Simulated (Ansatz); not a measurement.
MnH2O2 (Pyrochroite): band structure with HSE06

The system is MnH2O2 (Pyrochroite).

```
Mn O H
1.0
     3.25000    0.00000    0.00000
    -1.62500    2.81458    0.00000
     0.00000    0.00000    4.48000
Mn O H
1 2 2
Direct
  0.00000 0.00000 0.00000
  0.66667 0.33333 0.77400
  0.33333 0.66667 0.22600
  0.66667 0.33333 0.55400
  0.33333 0.66667 0.44600
```

```json
{
 "Program": "Ansatz 0.2.0",
 "Task": "band structure",
 "Functional": "HSE06",
 "Potentials or basis": "Ansatz PAW",
 "Cutoff": "420 eV (not typed: the program's choice for these potentials)",
 "k mesh": "6 × 6 × 4",
 "Occupations": "fermi-dirac, width 0.05 eV",
 "Spin": "collinear spin, ferromagnetic start",
 "Starting moments": "[4.0, 0.0, 0.0, 0.0, 0.0] μB",
 "Path": "[[\"G\", \"M\", \"K\", \"G\", \"A\", \"L\", \"H\", \"A\"], [\"L\", \"M\"], [\"K\", \"H\"]]",
 "Points for each segment of the path": "4"
}
```

```
Pressure                : 7.8 GPa
Largest force           : 2.021 eV/Å
Band gap on the k mesh  : 2.51 eV, indirect (least direct gap 2.72 eV)
Band gap along the path : 2.51 eV, indirect (least direct gap 2.72 eV)
Net moment              : 5.00 μB per cell
Absolute moment         : 5.00 μB per cell
Site moments            : Mn +4.23; O +0.04; H +0.00 μB
```

Forces in eV/Å, atoms in the order of the input:
```
Mn   0.000  0.000  0.000
O    0.000  0.000 -2.021
O    0.000  0.000  2.021
H    0.000  0.000  1.182
H    0.000  0.000 -1.182
```

Stress tensor (GPa, compression positive):
```
11.20  0.00  0.00
 0.00 11.20  0.00
 0.00  0.00  1.00
```

Levels at the corners of the path, in eV from the valence-band top:
Spin up:
```tsv
point	band 14	band 15	band 16	band 17	band 18	band 19	band 20	band 21
Γ	-2.94	-2.65	-0.20	-0.20	2.51	6.12	12.04	14.97
M	-2.54	-2.40	-1.34	-0.13	6.79	8.46	9.18	12.35
K	-2.43	-2.43	-1.20	-1.20	8.33	8.33	9.06	11.74
Γ	-2.94	-2.65	-0.20	-0.20	2.51	6.12	12.04	14.97
A	-2.96	-2.71	0.00	0.00	4.60	6.66	11.01	11.89
L	-2.54	-2.41	-1.26	-0.41	7.11	7.57	9.90	11.24
H	-2.45	-2.45	-0.73	-0.73	8.41	8.56	8.56	11.08
A	-2.96	-2.71	0.00	0.00	4.60	6.66	11.01	11.89
L	-2.54	-2.41	-1.26	-0.41	7.11	7.57	9.90	11.24
M	-2.54	-2.40	-1.34	-0.13	6.79	8.46	9.18	12.35
K	-2.43	-2.43	-1.20	-1.20	8.33	8.33	9.06	11.74
H	-2.45	-2.45	-0.73	-0.73	8.41	8.56	8.56	11.08
```
Spin down:
```
point  band 10  band 11  band 12  band 13  band 14  band 15
    Γ    -4.83    -3.25    -3.25     3.05     5.53     5.53
    M    -5.09    -4.67    -4.06     4.14     5.66     6.39
    K    -5.44    -5.44    -3.93     4.96     5.51     5.51
    Γ    -4.83    -3.25    -3.25     3.05     5.53     5.53
    A    -4.64    -3.50    -3.50     5.02     5.08     5.43
    L    -4.79    -4.54    -4.20     4.86     5.97     6.36
    H    -4.87    -4.75    -4.75     5.75     5.90     5.90
    A    -4.64    -3.50    -3.50     5.02     5.08     5.43
    L    -4.79    -4.54    -4.20     4.86     5.97     6.36
    M    -5.09    -4.67    -4.06     4.14     5.66     6.39
    K    -5.44    -5.44    -3.93     4.96     5.51     5.51
    H    -4.87    -4.75    -4.75     5.75     5.90     5.90
```

Run time: 73 s on 1 × NVIDIA H100 80GB HBM3 with 2 threads of AMD EPYC 7R13 Processor (Zen 3), with other jobs on the host, peak memory 2 GiB.

Caveat: the magnetic or orbital state may not be the lowest; the pressure holds a Pulay correction of +0.7 GPa for the finite cutoff; a cell with one magnetic atom can't hold antiferromagnetic order, which such compounds often take; the PAW data sets come from PBE, with cores solved anew for the run's functional, which leaves a small shift of forces and pressure; forces of over 1 eV/Å show positions far from the minimum, so gaps and moduli don't describe the material at rest; the thresholds are loose for stress.
